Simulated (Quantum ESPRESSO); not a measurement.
Set up this calculation in Quantum ESPRESSO 7.5, as the native input.

| Item | Value |
| --- | --- |
| Task | single point |
| Functional | PBE |
| Potentials or basis | SSSP 1.3 efficiency PBE |
| Cutoff | 748 eV |
| Density cutoff | 5987 eV |
| k mesh | 8 × 8 × 8 |
| Occupations | fermi-dirac, width 0.05 eV |
| Spin | no spin polarisation |
| Mixing beta | 0.5 |
| Most SCF iterations | 120 |
| SCF threshold | 6e-10 Ry |

Crystal: CaF2 (Fluorite).

```
Ca F
1.0
     0.00000    2.73100    2.73100
     2.73100    0.00000    2.73100
     2.73100    2.73100    0.00000
Ca F
1 2
Direct
  0.01836 0.99261 0.98939
  0.74299 0.75433 0.75807
  0.25247 0.23975 0.24184
```

The cell isn't the ideal one: atoms moved at random, drawn with an rms of 0.05 Å.

The input as run:

pw.in

```
&CONTROL
  calculation = 'scf'
  prefix = 'pwscf'
  outdir = './tmp'
  pseudo_dir = './pseudo'
  tprnfor = .true.
  tstress = .true.
  disk_io = 'nowf'
/
&SYSTEM
  ibrav = 0
  nat = 3
  ntyp = 2
  ecutwfc = 55
  ecutrho = 440
  nbnd = 19
  occupations = 'smearing'
  smearing = 'fd'
  degauss = 0.00367493
/
&ELECTRONS
  conv_thr = 6d-10
  electron_maxstep = 120
  mixing_beta = 0.5
/
ATOMIC_SPECIES
Ca    40.0780 Ca_pbe_v1.uspp.F.UPF
F     18.9984 f_pbe_v1.4.uspp.F.UPF
CELL_PARAMETERS angstrom
   0.0000000000    2.7310000000    2.7310000000
   2.7310000000    0.0000000000    2.7310000000
   2.7310000000    2.7310000000    0.0000000000
ATOMIC_POSITIONS crystal
Ca     0.0183600000   -0.0073850000   -0.0106090000
F      0.7429940000    0.7543250000    0.7580690000
F      0.2524690000    0.2397480000    0.2418440000
K_POINTS automatic
8 8 8 0 0 0
```

Potentials or basis: SSSP 1.3 efficiency PBE.

Run with:

```sh
$ OMP_NUM_THREADS=1 pw.x -in pw.in > pw.out
```

It gave:

* Pressure: 2.4 GPa
* Largest force: 0.403 eV/Å
* Band gap on the k mesh: 7.26 eV, indirect (least direct gap 7.52 eV)

Run time: 2 min on 1 thread of Arm Neoverse V2, on a shared host, peak memory 0.33 GiB.
